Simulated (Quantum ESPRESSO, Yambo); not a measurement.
# A GW chain in Yambo: CdSe (Cadmoselite), part 2 of 3

How does a plane-wave GW calculation on CdSe (Cadmoselite) run from the first input to the gap?

Quantum ESPRESSO 7.5 and Yambo 5.3.0; PBE and many-body steps on it, plane waves. Known limits of the many-body steps: not at the basis limit; no spin-orbit coupling; coarse k mesh.

So far. Step 2 (Ground state): The gap is direct, at Γ. Step 3 (Bands along the symmetry lines): The gap is 0.704 eV, as in the run before at this level.

The database entry behind the starting cell differs from later determinations by our own check (inner coordinate of an old entry), so it need not match the best structure at ambient conditions.

### 4. Empty states on the mesh, 3×3×2 mesh, 209 bands

Level of this step: DFT, PBE, plane waves, norm-conserving pseudopotentials (Quantum ESPRESSO).

The sums over transitions need many empty states on a uniform mesh; this step solves for them.

File pw.in:

```
&control
  calculation = 'nscf'
  prefix = 'x'
  outdir = 'o'
  pseudo_dir = 'pseudo'
/
&system
  ibrav = 0
  nat = 4
  ntyp = 2
  ecutwfc = 104.0
  nbnd = 209
  force_symmorphic = .true.
/
&electrons
  conv_thr = 1e-9
  electron_maxstep = 80
  diago_full_acc = .true.
  diago_thr_init = 5e-6
/
ATOMIC_SPECIES
  Cd 112.41 Cd.upf
  Se 78.971 Se.upf
CELL_PARAMETERS angstrom
  4.3000000000 -0.0000000000 0.0000000000
  -2.1500000000 3.7239092363 0.0000000000
  0.0000000000 0.0000000000 7.0200000000
ATOMIC_POSITIONS crystal
  Cd 0.3333333333 0.6666666667 0.0000000000
  Cd 0.6666666667 0.3333333333 0.5000000000
  Se 0.3333333333 0.6666666667 0.3850000000
  Se 0.6666666667 0.3333333333 0.8850000000
K_POINTS automatic
  3 3 2 0 0 0
```

Run with:

```bash
> OMP_NUM_THREADS=1 mpirun -n 8 pw.x -nk 4 -in pw.in > pw.out
```

Log:

```text
[banner, memory and clock lines left out]
Program PWSCF v.7.5 starts

     Atomic positions and unit cell read from directory:
     o/x.save/

     Message from routine setup:
     using ibrav=0 with symmetry is DISCOURAGED, use correct ibrav instead

     bravais-lattice index     =            0
     lattice parameter (alat)  =       8.1258  a.u.
     unit-cell volume          =     758.5798 (a.u.)^3
     number of atoms/cell      =            4
     number of atomic types    =            2
     number of electrons       =        88.00
     number of Kohn-Sham states=          209
     kinetic-energy cutoff     =     104.0000  Ry
     charge density cutoff     =     416.0000  Ry
     Exchange-correlation= PBE
                           (   1   4   3   4   0   0   0)

     celldm(1)=   8.125822  celldm(2)=   0.000000  celldm(3)=   0.000000
     celldm(4)=   0.000000  celldm(5)=   0.000000  celldm(6)=   0.000000

     crystal axes: (cart. coord. in units of alat)
               a(1) = (   1.000000  -0.000000   0.000000 )
               a(2) = (  -0.500000   0.866025   0.000000 )
               a(3) = (   0.000000   0.000000   1.632558 )

     reciprocal axes: (cart. coord. in units 2 pi/alat)
               b(1) = (  1.000000  0.577350 -0.000000 )
               b(2) = (  0.000000  1.154701 -0.000000 )
               b(3) = ( -0.000000 -0.000000  0.612536 )
     Pseudo is Norm-conserving + core correction, Zval = 20.0
     Generated using ONCVPSP code by D. R. Hamann
     Using radial grid of 1368 points,  6 beta functions with:
     Pseudo is Norm-conserving + core correction, Zval = 24.0
     Generated using ONCVPSP code by D. R. Hamann
     Using radial grid of 1214 points,  6 beta functions with:
     Cd               20.00   112.41000     Cd( 1.00)
     Se               24.00    78.97100     Se( 1.00)

      6 Sym. Ops. (no inversion) found

   Cartesian axes

     site n.     atom                  positions (alat units)
         1        Cd     tau(   1) = (  -0.0000000   0.5773503   0.0000000  )
         2        Cd     tau(   2) = (   0.5000000   0.2886751   0.8162791  )
         3        Se     tau(   3) = (  -0.0000000   0.5773503   0.6285349  )
         4        Se     tau(   4) = (   0.5000000   0.2886751   1.4448140  )

     number of k points=     6
                       cart. coord. in units 2pi/alat
        k(    1) = (   0.0000000   0.0000000   0.0000000), wk =   0.1111111
        k(    2) = (   0.0000000   0.0000000  -0.3062678), wk =   0.1111111
        k(    3) = (   0.0000000   0.3849002   0.0000000), wk =   0.6666667
        k(    4) = (   0.0000000   0.3849002  -0.3062678), wk =   0.6666667
        k(    5) = (   0.3333333   0.5773503   0.0000000), wk =   0.2222222
        k(    6) = (   0.3333333   0.5773503  -0.3062678), wk =   0.2222222

     Dense  grid:   108753 G-vectors     FFT dimensions: (  54,  54,  90)

     The potential is recalculated from file :
     o/x.save/charge-density

     Starting wfcs are   46 randomized atomic wfcs +  163 random wfcs

     Band Structure Calculation

     End of band structure calculation

          k = 0.0000 0.0000 0.0000 ( 13573 PWs)   bands (ev):

  -198.9189-198.9189-138.3998-138.3998-138.3998-138.3998-138.3898-138.3898
   -93.5845 -93.5845 -54.6483 -54.6480 -54.6454 -54.6454 -54.6454 -54.6454
   -38.5755 -38.5755 -38.5755 -38.5755 -38.5630 -38.5630 -38.5629 -38.5629
   -38.5620 -38.5619  -4.4996  -4.1327   0.1628   0.1628   0.2184   0.2184
[...]
[... 15 further rows ...]
[...]
78.7176

          k = 0.0000 0.0000-0.3063 ( 13604 PWs)   bands (ev):

  -198.9189-198.9189-138.3998-138.3998-138.3998-138.3998-138.3898-138.3898
[...]
[... 15 further rows ...]
[...]
79.3339

          k = 0.0000 0.3849 0.0000 ( 13583 PWs)   bands (ev):

  -198.9189-198.9189-138.3998-138.3998-138.3998-138.3998-138.3898-138.3898
[...]
29.4740  30.1992  30.2950  30.9267  31.7287  32.2547  32.8525  32.8990
     [... 15 further rows ...]
    74.9697  75.0777  75.1005  75.3662  75.8376  76.2510  76.5876  76.7828
    77.6605

          k = 0.0000 0.3849-0.3063 ( 13604 PWs)   bands (ev):

     [... further k-points ...]

     highest occupied, lowest unoccupied level (ev):     8.0927    8.7964

     XML data file, pseudopotentials, collected wavefunctions
```

Wall time 30 s (8 MPI ranks of AMD EPYC 7R43, shared host); peak memory 1.5 GiB; 3.9 min of CPU time.

Numbers from this step:

```
gap                                                           : 0.7038 eV
k of the valence top                                          : 0, 0, 0
k of the conduction bottom                                    : 0, 0, 0
least direct gap                                              : 0.7038 eV
k points computed                                             : 6
lowest point of the top converged band, above the valence top : 68.0740 eV
```

On this mesh the gap is 0.704 eV.

### 5. Conversion and set-up

This step: Yambo 5.3.0; conversion and set-up on PBE, plane waves, norm-conserving pseudopotentials.

The states are converted to the many-body program's format and the q mesh is built.

Run with:

```bash
> (cd o/x.save; p2y > p2y.log; mv SAVE ../..); yambo > setup.log
```

Log:

```text
 Yambo, version 5.3.0

 [02] CORE Variables Setup
 =========================

  [02.01] Unit cells
  ==================

  Cell kind             :  HCP
  Atoms in the cell     :  Cd  Se
  number of Cd atoms    :  2
  number of Se atoms    :  2

  List of atomic masses
  Mass of Cd    :  112.4100
  Mass of Se    :  78.97100

  List of atomic coordinates    : [cc]
  Cd1       : -0.40629E-09   4.6914       0.0000      order 1
  Cd2       :  4.062911  2.345723  6.632939  order 2
  Se1       : -0.40629E-09   4.6914       5.1074      order 3
  Se2       :   4.06291   2.34572  11.74030  order 4

  Alat factors          :   8.12582   7.03717  13.26588 [a.u.]
  Direct lattice volume :  758.5798 [a.u.]
  Direct lattice vectors:  A[ 1 ]  A[ 2 ]  A[ 3 ]
   A[ 1 ]:  1.000000 -0.000000  0.000000  [iru]
   8.125822 -0.000000  0.000000  [cc]
   A[ 2 ]: -0.500000  1.000000  0.000000  [iru]
  -4.062911  7.037169  0.000000  [cc]
   A[ 3 ]:  0.000000  0.000000  1.000000  [iru]
    0.00000   0.00000  13.26588  [cc]

  Recip. lattice volume :  0.326993 [a.u.]
  Recip. lattice vectors:  B[ 1 ]  B[ 2 ]  B[ 3 ]
   B[ 1 ]:  1.000000  0.500000  0.000000  [iku]
   0.773237  0.446429 -0.000000  [cc]
   B[ 2 ]:  0.000000  1.000000  0.000000  [iku]
   0.000000  0.892857 -0.000000  [cc]
   B[ 3 ]:  0.000000  0.000000  1.000000  [iku]
  -0.000000 -0.000000  0.473635  [cc]

  [02.02] Symmetries
  ==================

  Inversion symmetry    : yes
  Spatial inversion     : no
  Inversion index       :   7
  K-space Time-reversal : yes
  Magnetic symmetries   : no
  Time-reversal derived K-space symmetries:   7  12
  Group table correct   : yes
  Symmetries units      :  [cc]

   [S  1]:   1.0000       0.0000       0.0000     -0.31529E-16   1.0000       0.0000       0.0000       0.0000       1.0000
   [S  2]: -0.500000  0.866025  0.000000 -0.866025 -0.500000  0.000000  0.000000  0.000000  1.000000
   [S  3]: -0.500000 -0.866025  0.000000  0.866025 -0.500000  0.000000  0.000000  0.000000  1.000000
   [S  4]:  -1.0000       0.0000       0.0000      0.31529E-16   1.0000       0.0000       0.0000       0.0000       1.0000
   [S  5]:  0.500000  0.866025  0.000000  0.866025 -0.500000  0.000000  0.000000  0.000000  1.000000
   [S  6]:  0.500000 -0.866025  0.000000 -0.866025 -0.500000  0.000000  0.000000  0.000000  1.000000
   [S* 7]:  -1.0000      -0.0000      -0.0000      0.31529E-16  -1.0000      -0.0000      -0.0000      -0.0000      -1.0000
   [S* 8]:  0.500000 -0.866025 -0.000000  0.866025  0.500000 -0.000000 -0.000000 -0.000000 -1.000000
   [S* 9]:  0.500000  0.866025 -0.000000 -0.866025  0.500000 -0.000000 -0.000000 -0.000000 -1.000000
   [S*10]:   1.0000      -0.0000      -0.0000     -0.31529E-16  -1.0000      -0.0000      -0.0000      -0.0000      -1.0000
   [S*11]: -0.500000 -0.866025 -0.000000 -0.866025  0.500000 -0.000000 -0.000000 -0.000000 -1.000000
[...]
K_min[ 3 ] :  0.333333 -0.333333  0.000000 [rlu]
  Grid dimensions      :  2  3  3
  K lattice UC volume  :  0.018166 [a.u.]

  IBZ K-points                                      :   6
  BZ  K-points                                      :  18

  K/Q-points units:
  rlu = crystal or reduced units; cc = cartesian coordinates; iku = interal k-units

  K [1]          [rlu]:  0.000000  0.000000  0.000000
         WF components:  13573
  K [2]          [rlu]:  0.000000  0.000000 -0.500000
         WF components:  13604
  K [3]          [rlu]:  0.000000  0.333333  0.000000
         WF components:  13583
  K [4]          [rlu]:  0.000000  0.333333 -0.500000
         WF components:  13604
  K [5]          [rlu]:  0.333333  0.333333  0.000000
         WF components:  13611
  K [6]          [rlu]:  0.333333  0.333333 -0.500000
         WF components:  13566

  [02.05] Energies & Occupations
  ==============================

  [X] === General ===
  [X] Electronic Temperature                        :  0.000000  0.000000 [eV K]
  [X] Bosonic    Temperature                        :  0.000000  0.000000 [eV K]
  [X] Finite Temperature mode                       : no
  [X] El. density                                   :  0.78285E+24 [cm-3]
  [X] Fermi Level                                   :  8.092666 [eV]

  [X] === Gaps and Widths ===
  [X] Conduction Band Min                           :  0.703775 [eV]
  [X] Valence Band Max                              :  0.000000 [eV]
  [X] Filled Bands                                  :   44
  [X] Empty Bands                                   :   45  209
  [X] Direct Gap                                    :  0.703775 [eV]
  [X] Direct Gap localized at k                     :  1
  [X] Indirect Gap                                  :  0.703775 [eV]
  [X] Indirect Gap between kpts                     :  1  1
  [X] Last valence band width                       :  1.779171 [eV]
  [X] 1st conduction band width                     :  3.696325 [eV]

  E @ K [1]:  [eV]
  -207.0116 -207.0116 -146.4924 -146.4924 -146.4924 -146.4924 -146.4824 -146.4824
[...]
occ @ K [1]
[...]
E @ K [2]:  [eV]
[...]
occ @ K [2]
[...]
E @ K [3]:  [eV]
[...]
occ @ K [3]
[...]
E @ K [4]:  [eV]
[...]
occ @ K [4]
[...]
E @ K [5]:  [eV]
[...]
occ @ K [5]
[...]
E @ K [6]:  [eV]
[...]
occ @ K [6]
[...]
0.000000  0.000000  0.000000  0.000000  0.000000  0.000000  0.000000  0.000000
   0.000000  0.000000  0.000000  0.000000  0.000000  0.000000  0.000000  0.000000

 [03] Transferred momenta grid and indexing
 ==========================================

 IBZ Q-points                                      :   6
 BZ  Q-points                                      :  18

 K/Q-points units:
 rlu = crystal or reduced units; cc = cartesian coordinates; iku = interal k-units

 Q [1]          [rlu]:  0.000000  0.000000  0.000000
 Q [2]          [rlu]:  0.000000  0.000000 -0.500000
 Q [3]          [rlu]: -0.12136E-16  0.33333       0.0000
 Q [4]          [rlu]: -0.12136E-16  0.33333     -0.50000
 Q [5]          [rlu]:  0.333333  0.333333  0.000000
 Q [6]          [rlu]:  0.333333  0.333333 -0.500000

  [03.01] X indexes
  =================

   [03.01.01] Sigma indexes
   ========================

 [06] Game Over & Game summary
```

The job ended after 4 s (1 MPI rank; peak memory 0.25 GiB).

[end of part 2 of 3]

[Paths, hosts, dates, memory and timing lines, banners, echoed tables and standing remarks are left out of the program output.]

[Logs are printed without paths, hosts, clocks, repeated set-up lines and the standing remarks that a program may print on its own settings, such as how far it seeks lower states.]

[Runs of the session that timed out or met a known fault of the program may be left out.]

[Hosts, paths, dates, database ids (printed as entryN), source tags and the programs' standing remarks are cut or masked in the printed files.]
